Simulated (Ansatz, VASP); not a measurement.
# PbS, level by level in two programs

```
CELL_PARAMETERS angstrom
3.65366 0.00000 0.00000
0.00000 3.65366 0.00000
0.00000 0.00000 3.65366
ATOMIC_POSITIONS crystal
Pb 0.00000 0.00000 0.00000
S 0.50000 0.50000 0.50000
```

Measurements of this composition are mostly on another form, of space group No. 225.

Single points on this cell with VASP 6.6.1 and Ansatz 0.2.0. Each row is one pair of runs. Alike in all rows: spin: off; k mesh: 7 × 7 × 7; VASP's potentials, cutoff: VASP PAW PBE potentials, release 64 (Pb_d, S), 520 eV; Ansatz's potentials, cutoff: Ansatz PAW, 420 eV.

| level | smearing | gap on the k mesh at the Fermi level (eV), VASP | gap on the k mesh at the Fermi level (eV), Ansatz | least direct gap on the mesh (eV), VASP | least direct gap on the mesh (eV), Ansatz | pressure (GPa), VASP | pressure (GPa), Ansatz |
| --- | --- | --- | --- | --- | --- | --- | --- |
| PBE | gaussian, width 0.025 eV | 0.10 | 0.10 | 1.42 | 1.43 | 0.2 | 0.3 |
| PBE | gaussian, width 0.026 eV | 0.10 | 0.10 | 1.42 | 1.43 | 0.2 | 0.3 |
| PBE | gaussian, width 0.027 eV | 0.10 | 0.10 | 1.42 | 1.43 | 0.2 | 0.3 |
| PBE | gaussian, width 0.028 eV | 0.10 | 0.10 | 1.42 | 1.43 | 0.2 | 0.3 |

Gap on the k mesh at the fermi level (eV): the two programs differ by at most 0.001; least direct gap on the mesh (eV): the two programs differ by at most 0.003; pressure (GPa): the two programs differ by at most 0.08.

Caveats: spin-orbit coupling is left out, which as a rule narrows the gap of such compounds by several tenths of an eV; an odd mesh through Γ misses points on the zone boundary, where band edges often lie (VASP); odd divisions of the mesh miss points on the zone boundary, where band edges often lie, so the gap on the mesh can be too wide (Ansatz).
